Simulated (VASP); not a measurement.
A run of VASP 6.6.1:

File INCAR:

```
SYSTEM = TePb
PREC = Accurate
ENCUT = 600
EDIFF = 1E-6
ISMEAR = 0
SIGMA = 0.03
LREAL = .False.
LASPH = .True.
NELM = 80
ALGO = Normal
ISIF = 3
LWAVE = .False.
LCHARG = .False.
GGA = PS
IBRION = 2
NSW = 90
EDIFFG = -0.01
KPAR = 4
```

Contents of KPOINTS:

```
regular mesh
0
Gamma
  8 8 8
  0 0 0
```

The input POSCAR:

```
TePb
1.0
    0.0000000000      3.2310000000      3.2310000000
    3.2310000000      0.0000000000      3.2310000000
    3.2310000000      3.2310000000      0.0000000000
Te Pb
1 1
Direct
    0.5000000000      0.5000000000      0.5000000000
    0.0000000000      0.0000000000      0.0000000000
```

Potentials or basis: VASP PAW PBE potentials, release 64 (Te, Pb_d).

Command:

```sh
$ cat potpaw_PBE.64/Te/POTCAR potpaw_PBE.64/Pb_d/POTCAR > POTCAR
$ mpirun -np 4 vasp_std > vasp.out
```

Hardware: 4 MPI ranks on AMD EPYC 7R13 Processor (Zen 3), on a shared host.

Problem. Estimate the wall time of this run.

Solution. It took 33 s on 4 MPI ranks on AMD EPYC 7R13 Processor (Zen 3) (shared host), peak memory 0.23 GiB a rank. Counts: scf iterations 24, k points 29, ion steps 3.
